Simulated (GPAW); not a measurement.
# CuO (F-43m) in GPAW: notebook

Aim: see how the results for CuO move with the level of theory and the settings. Levels: r2SCAN+U, PBE. Tasks: single point, band structure.

Program: GPAW 26.7.0. These are calculated values, not measurements. Logs are shortened: lines on timing, memory, paths and dates and some standing lists are left out, and cuts for length are marked. The log counts tension as positive stress, the text compression.

### Step 1. Starting point

It takes space group F-43m (No. 216, cubic). Conventional cell: a = 4.655 Å, b = 4.655 Å, c = 4.655 Å, α = 90.00°, β = 90.00°, γ = 90.00°. Around Cu (site symmetry -43m) lie 4 O at 2.02 Å. O (site symmetry -43m) has 4 Cu at 2.02 Å as nearest neighbours.

Measurements of this composition are mostly on another form, of space group No. 15.

### Step 2. Single point, r2SCAN+U, collinear spin, zero start

File run.py:

```python
from ase import Atoms
from ase.dft.bandgap import bandgap
from ase.io import write
from ase.units import GPa
from gpaw import GPAW, PW

atoms = Atoms(['Cu', 'O'],
              cell=[[0.0, 2.32725273, 2.32725273],
                    [2.32725273, 0.0, 2.32725273],
                    [2.32725273, 2.32725273, 0.0]],
              scaled_positions=[[0.0, 0.0, 0.0],
                                [0.25, 0.25, 0.25]],
              pbc=True)
atoms.set_initial_magnetic_moments([0.0, 0.0])

calc = GPAW(mode=PW(800),
            xc='MGGA_X_R2SCAN+MGGA_C_R2SCAN',
            kpts={'size': (7, 7, 7), 'gamma': True},
            occupations={'name': 'methfessel-paxton', 'order': 0, 'width': 0.05},
            setups={'Cu': ':d,8.0'},
            spinpol=True,
            nbands=19,
            convergence={'density': 1e-05, 'energy': 1e-05},
            maxiter=150,
            txt='gpaw.txt')
atoms.calc = calc
energy = atoms.get_potential_energy()
forces = atoms.get_forces()
stress = atoms.get_stress()
calc.write('gs.gpw')
write('result.traj', atoms)
print(f'Energy: {energy:.6f} eV')
print('Forces (eV/A):')
print(forces.round(4))
print('Stress (GPa):', (stress / GPa).round(3))
print('Moments:', calc.get_magnetic_moments().round(3))
print('Fermi level:', round(calc.get_fermi_level(), 4), 'eV')
print(f'Gap: {bandgap(calc)[0]:.4f} eV, direct: {bandgap(calc, direct=True)[0]:.4f} eV')
```

Potentials or basis: GPAW PAW data sets (gpaw-data 1.2.1), pw.

Run with:

```bash
> OMP_NUM_THREADS=1 python run.py
```

gpaw.txt:

```text
__  _  _
 | _ |_)|_||  |
 |__||  | ||/\| - 26.7.0

Input parameters:
  mode=PW(ecut=800.0),
  convergence={'density': 1e-05, 'energy': 1e-05},
  kpts=MonkhorstPack(size=(7, 7, 7), gamma=True),
  maxiter=150,
  nbands=19,
  occupations=Occupations(name='methfessel-paxton', order=0, width=0.05),
  setups={'Cu': ':d,8.0'},
  spinpol=True,
  xc=XC(name='MGGA_X_R2SCAN+MGGA_C_R2SCAN')

Diagonalizing LCAO Hamiltonian
Converting LCAO to pw mode

           O

       Cu

Atoms  # Å, Bohr magnetons
|   | symbol |        x |        y |        z |    initial magnetic moments |
|---|--------|----------|----------|----------|-----------------------------|
| 0 |     Cu | 0.000000 | 0.000000 | 0.000000 | ( 0.0000,  0.0000,  0.0000) |
| 1 |      O | 1.163626 | 1.163626 | 1.163626 | ( 0.0000,  0.0000,  0.0000) |

Unit cell  # Å
| periodic |        x |        y |        z |  lengths |    angles |
|----------|----------|----------|----------|----------|-----------|
|      yes | 0.000000 | 2.327253 | 2.327253 | 3.291232 | 60.000000 |
|      yes | 2.327253 | 0.000000 | 2.327253 | 3.291232 | 60.000000 |
|      yes | 2.327253 | 2.327253 | 0.000000 | 3.291232 | 60.000000 |

Number of symmetries: 24
Symmetry operations  # r_c * U_cc + t_c -> r_c
|    | kind |            matrix            |
|----|------|------------------------------|
|  0 |  E   |  1, 0, 0,  0, 1, 0,  0, 0, 1 |
|  1 |  σ   |  1, 0, 0,  0, 0, 1,  0, 1, 0 |
|  2 |  σ   |  1, 0,-1,  0, 1,-1,  0, 0,-1 |
|  3 |  C3  |  1, 0,-1,  0, 0,-1,  0, 1,-1 |
|  4 |  C3  |  1,-1, 0,  0,-1, 1,  0,-1, 0 |
|  5 |  σ   |  1,-1, 0,  0,-1, 0,  0,-1, 1 |
|  6 |  σ   |  0, 1, 0,  1, 0, 0,  0, 0, 1 |
|  7 |  C3  |  0, 1, 0,  0, 0, 1,  1, 0, 0 |
|  8 |  C2  |  0, 1,-1,  1, 0,-1,  0, 0,-1 |
|  9 |  S4  |  0, 1,-1,  0, 0,-1,  1, 0,-1 |
| 10 |  C3  |  0, 0, 1,  1, 0, 0,  0, 1, 0 |
| 11 |  σ   |  0, 0, 1,  0, 1, 0,  1, 0, 0 |
| 12 |  S4  |  0, 0,-1,  1, 0,-1,  0, 1,-1 |
| 13 |  C3  |  0, 0,-1,  0, 1,-1,  1, 0,-1 |
| 14 |  S4  |  0,-1, 1,  1,-1, 0,  0,-1, 0 |
| 15 |  C2  |  0,-1, 1,  0,-1, 0,  1,-1, 0 |
| 16 |  C3  |  0,-1, 0,  1,-1, 0,  0,-1, 1 |
| 17 |  S4  |  0,-1, 0,  0,-1, 1,  1,-1, 0 |
| 18 |  S4  | -1, 1, 0, -1, 0, 1, -1, 0, 0 |
| 19 |  C3  | -1, 1, 0, -1, 0, 0, -1, 0, 1 |
| 20 |  C3  | -1, 0, 1, -1, 1, 0, -1, 0, 0 |
| 21 |  S4  | -1, 0, 1, -1, 0, 0, -1, 1, 0 |
| 22 |  σ   | -1, 0, 0, -1, 1, 0, -1, 0, 1 |
| 23 |  C2  | -1, 0, 0, -1, 0, 1, -1, 1, 0 |

BZ-sampling:
  Number of BZ points: 343
  Number of IBZ points: 20

  Monkhorst-Pack size: [7, 7, 7]
  Monkhorst-Pack shift: [0, 0, 0]

K-points  # in reciprocal-cell coordinates
|     |                                coordinates |     weight |
|-----|--------------------------------------------|------------|
|   0 | (  0.00000000,   0.00000000,   0.00000000) | 0.00291545 |
|   1 | (  0.14285714,   0.14285714,   0.00000000) | 0.01749271 |
|   2 | (  0.14285714,   0.14285714,   0.14285714) | 0.02332362 |
|   3 | (  0.28571429,   0.14285714,   0.14285714) | 0.03498542 |
|   4 | (  0.28571429,   0.28571429,   0.00000000) | 0.01749271 |
|   5 | (  0.28571429,   0.28571429,   0.14285714) | 0.06997085 |
|   6 | (  0.28571429,   0.28571429,   0.28571429) | 0.02332362 |
|   7 | (  0.42857143,  -0.28571429,  -0.28571429) | 0.03498542 |
|   8 | (  0.42857143,   0.28571429,  -0.42857143) | 0.13994169 |
|   9 | (  0.42857143,   0.28571429,  -0.28571429) | 0.06997085 |
| ... |                                            |            |
|  19 | (  0.42857143,   0.42857143,   0.42857143) | 0.02332362 |

Plane wave coefficients: 1313
Cutoff: 800.0 eV

Spin-components: 2 (collinear spins)
Bands:           19
Projectors:      11
Spin-degeneracy: 1
Datatype:        complex128

Parallelization:
  kpt:    1
  domain: 1
  band:   1

Density:
  Valence electrons: 17.0
  Components: 2
  Grid points: [24 24 24]
  Charge: 0.0  # |e|

Potential:
  Grid points: [24 24 24]

species:
  Cu:
    name:    Copper
    Z:       29.0
    valence: 11
    core:    18
    charge:  0.0  # [|e|]
    Hubbard: {U: 8.0,  # eV
              l: 2,
              scale: True}
    compensation charges:
      type: gauss
      rc: 0.33  # [Å]
      lmax: 2
    cutoffs:
      filter: 2.06  # [Å]
      core: 2.43  # [Å]
    projectors
    | kind |    occ | energy [eV] | rcut [Å] |
    |------|--------|-------------|----------|
    |   4s |  1.000 |      -4.609 |    1.164 |
    |   4p |  0.000 |      -0.698 |    1.164 |
    |   3d | 10.000 |      -5.039 |    1.058 |
    |    s |        |      22.603 |    1.164 |
    |    p |        |      26.513 |    1.164 |
    |    d |        |      22.172 |    1.058 |

    Using partial waves for Cu as LCAO basis

  O:
    name:    Oxygen
    Z:       8.0
    valence: 6
    core:    2
    charge:  0.0  # [|e|]
    compensation charges:
      type: gauss
      rc: 0.21  # [Å]
      lmax: 2
    cutoffs:
      filter: 1.17  # [Å]
      core: 0.83  # [Å]
    projectors
    | kind |    occ | energy [eV] | rcut [Å] |
    |------|--------|-------------|----------|
    |   2s |  2.000 |     -23.961 |    0.688 |
    |   2p |  4.000 |      -9.029 |    0.598 |
    |    s |        |       3.251 |    0.688 |
    |    p |        |      18.182 |    0.598 |
    |    d |        |       0.000 |    0.619 |

    Using partial waves for O as LCAO basis

Reference energy: -47062.304142  # eV

eigensolver:
  PPCG
  Converge bands: occupied
  niter=2

density mixing:
  MSR1-Mixer
  Pratt-step length: 0.05
  Maximum mixing coefficient: 0.75
  Old densities: 10
  SVD Regularization: 0.005
  Good broyden scale: 1.0
  Trust region scale: 1.0
  Backstep threshold: 4.0
  History deletion threshold: 6.0
  Fourier metric: weight=20.0, sigma=0.015

occupation numbers:
  Methfessel-Paxton:
    width: 0.0500  # eV
    order: 0

poisson solver:
  ecut: 6400.0  # eV

xc functional:
  name: MGGA_X_R2SCAN+MGGA_C_R2SCAN with 2 nearest neighbor stencil

convergence criteria:
- Maximum integral of absolute [dens]ity change: 1e-05 electrons / valence electron
- Maximum [total energy] change in last 3 cyles: 1e-05 eV / valence electron
- Maximum integral of absolute [eigenst]ate change: 4e-08 eV^2 / valence electron
maximum number of iterations: 150

SCF iterations
|iter     | |      energy | eigst |  dens |  magmom |
|---------|-|-------------|-------|-------|---------|
|iter:   1| |  -19.894195 | -0.11 |       |  +0.0000|
|iter:   2| |  -16.679074 | -1.20 | -1.02 |  +0.0000|
|iter:   3| |  -16.122236 | -2.02 | -1.09 |  -0.0000|
|iter:   4| |  -16.158259 | -2.51 | -1.54 |  -0.0000|
|iter:   5| |  -16.177928 | -2.83 | -1.67 |  -0.0000|
|iter:   6| |  -16.182149 | -3.55 | -2.15 |  -0.0000|
|iter:   7| |  -16.182369 | -4.86 | -3.01 |  -0.0000|
|iter:   8| |  -16.182458 | -5.57 | -3.31 |  -0.0000|
|iter:   9| |  -16.182458c| -7.38 | -4.16 |  -0.0000|
|iter:  10| |  -16.182459c| -8.34c| -4.64 |  -0.0000|
|iter:  11| |  -16.182459c| -7.81c| -5.25c|  -0.0000|

Converged in 11 steps
Energy contributions relative to reference atoms: (reference = -47062.304142)

Energy contributions:
  Kinetic:          34.008766
  Coulomb:         -32.640781
  Zero:              0.125211
  External:          0.000000
  Xc:              -17.674937
  Entropy:          -0.001437
  Spinorbit:         0.000000
  ----------------------------
  Free energy:     -16.183177
  Extrapolated:    -16.182459

dipole moment: (-10.717163, -10.717163, -10.717163)  # |e|*Ang

Total magnetic moment: (0.000000, 0.000000, -0.000000)

Local magnetic moments
|        x |        y |         z |
|----------|----------|-----------|
| 0.000000 | 0.000000 | -0.000000 |  # Cu   0
| 0.000000 | 0.000000 | -0.000000 |  # O    1

Fermi level: 2.366
Eigenvalues  # (at kpt = [0.000, 0.000, 0.000])
| band index |      eig [eV] | occ [0-1] |      eig [eV] | occ [0-1] |
|------------|---------------|-----------|---------------|-----------|
|          0 |       -16.226 |     1.000 |       -16.226 |     1.000 |
|          1 |        -2.226 |     1.000 |        -2.226 |     1.000 |
|          2 |        -2.226 |     1.000 |        -2.226 |     1.000 |
|          3 |        -2.226 |     1.000 |        -2.226 |     1.000 |
|          4 |        -0.804 |     1.000 |        -0.804 |     1.000 |
|          5 |        -0.804 |     1.000 |        -0.804 |     1.000 |
|          6 |         3.141 |     0.000 |         3.141 |     0.000 |
|          7 |         3.141 |     0.000 |         3.141 |     0.000 |
|          8 |         3.141 |     0.000 |         3.141 |     0.000 |
|          9 |         4.759 |     0.000 |         4.759 |     0.000 |
|         10 |        18.336 |     0.000 |        18.336 |     0.000 |
|         11 |        18.336 |     0.000 |        18.336 |     0.000 |
|         12 |        18.336 |     0.000 |        18.336 |     0.000 |
|         13 |        24.172 |     0.000 |        24.172 |     0.000 |
|        ... |               |           |               |           |
|         18 |        26.006 |     0.000 |        26.006 |     0.000 |

No gap
No difference between direct/indirect transitions

Forces  # eV/Ang
|        x |       y |        z |
|----------|---------|----------|
|  0.00000 | 0.00000 |  0.00000 |  # Cu   0
| -0.00000 | 0.00000 | -0.00000 |  # O    1

Stress tensor  # eV/Ang^3
|         x |         y |         z |
|-----------|-----------|-----------|
|  0.080106 |  0.000000 | -0.000000 |
|  0.000000 |  0.080106 | -0.000000 |
| -0.000000 | -0.000000 |  0.080106 |

# Writing to gs.gpw (mode='')
```

Wall time 89 s (1 thread of Arm Neoverse V1, shared host); peak memory 0.27 GiB.

What came out:

```
Free energy            : -16.1832 eV
Pressure               : -12.8 GPa
Band gap on the k mesh : none (metal or under the smearing width)
Net moment             : 0.00 μB per cell
```

Caveat: with this Cu data set, volumes or pressures lay over 1.5 % or 2 GPa off other programs in two to four cells of ten; the PAW data sets were made with another functional, which shifts forces and pressure a little.

### Step 3. Band structure, PBE, 12.59 Å³/atom

File run.py:

```python
from ase.dft.bandgap import bandgap
from ase.io import read, write
from ase.units import GPa
from gpaw import GPAW, PW

atoms = read('POSCAR')

calc = GPAW(mode=PW(800),
            xc='PBE',
            kpts={'size': (8, 8, 8), 'gamma': True},
            occupations={'name': 'fermi-dirac', 'width': 0.05},
            nbands=19,
            convergence={'density': 1e-05, 'energy': 1e-05},
            maxiter=150,
            txt='gpaw.txt')
atoms.calc = calc
energy = atoms.get_potential_energy()
forces = atoms.get_forces()
stress = atoms.get_stress()
calc.write('gs.gpw')
write('result.traj', atoms)
print(f'Energy: {energy:.6f} eV')
print('Forces (eV/A):')
print(forces.round(4))
print('Stress (GPa):', (stress / GPa).round(3))
print('Fermi level:', round(calc.get_fermi_level(), 4), 'eV')
print(f'Gap: {bandgap(calc)[0]:.4f} eV, direct: {bandgap(calc, direct=True)[0]:.4f} eV')

path = atoms.cell.bandpath('GXLTWRX1ZGYSW,L1Y,Y1Z', npoints=60, eps=1e-4)
bs_calc = calc.fixed_density(kpts=path, symmetry='off', nbands=28,
                             convergence={'bands': 'CBM+6.0', 'eigenstates': 1e-6}, txt='bands.txt')
bs = bs_calc.band_structure()
bs.write('bs.json')
print(f'Gap on the path: {bandgap(bs_calc)[0]:.4f} eV')
```

File POSCAR:

```
CuO
1.0
   -0.0698175819      2.3272527300      2.3272527300
    2.3272527300     -0.0698175819      2.3272527300
    2.2574351481      2.2574351481      0.0000000000
Cu O
1 1
Direct
    0.0000000000      0.0000000000      0.0000000000
    0.2500000000      0.2500000000      0.2500000000
```

Potentials or basis: GPAW PAW data sets (gpaw-data 1.2.1), pw.

Run with:

```bash
> OMP_NUM_THREADS=1 python run.py
```

Run time: 2.1 min. Hardware: 1 thread of Arm Neoverse N1, shared host; peak memory 0.28 GiB.

Results (log left out):

```
Free energy             : -9.6536 eV
Pressure                : -8.1 GPa
Largest force           : 0.140 eV/Å
Band gap along the path : none (metal or under the smearing width)
```

Caveat: with this Cu data set, volumes or pressures lay over 1.5 % or 2 GPa off other programs in two to four cells of ten; the density grid can change from cell to cell, which puts small steps into energies and stress; an odd number of electrons without spin polarisation forces a metal; a magnetic or distorted state may lie lower; the run has no spin polarisation, though such a crystal can be magnetic; semilocal functionals often make such compounds metallic where correlation or magnetic order opens a gap, which also shifts bond lengths.

### Step 4. Band structure, PBE, 12.60 Å³/atom

run.py is that of step 3.

File POSCAR:

```
CuO
1.0
   -0.0465450546      2.3272527300      2.3272527300
    2.3272527300     -0.0465450546      2.3272527300
    2.2807076754      2.2807076754      0.0000000000
Cu O
1 1
Direct
    0.0000000000      0.0000000000      0.0000000000
    0.2500000000      0.2500000000      0.2500000000
```

Run with:

```bash
> OMP_NUM_THREADS=1 python run.py
```

Wall time 2.1 min (1 thread of Arm Neoverse N1, shared host); peak memory 0.28 GiB.

It converged, with:

* Free energy: -9.6617 eV
* Pressure: -8.4 GPa
* Largest force: 0.091 eV/Å
* Band gap along the path: none (metal or under the smearing width)

Caveat: with this Cu data set, volumes or pressures lay over 1.5 % or 2 GPa off other programs in two to four cells of ten; the density grid can change from cell to cell, which puts small steps into energies and stress; an odd number of electrons without spin polarisation forces a metal; a magnetic or distorted state may lie lower; the run has no spin polarisation, though such a crystal can be magnetic; semilocal functionals often make such compounds metallic where correlation or magnetic order opens a gap, which also shifts bond lengths.

### Step 5. The reference run

An earlier run on the cell as given: functional PBE; potentials or basis GPAW PAW data sets (gpaw-data 1.2.1); cutoff 800 eV; basis pw; k mesh 10 × 10 × 10; occupations fermi-dirac, width 0.05 eV; no spin polarisation.

* Pressure: -8.5 GPa
* Band gap on the k mesh: none (metal or under the smearing width)
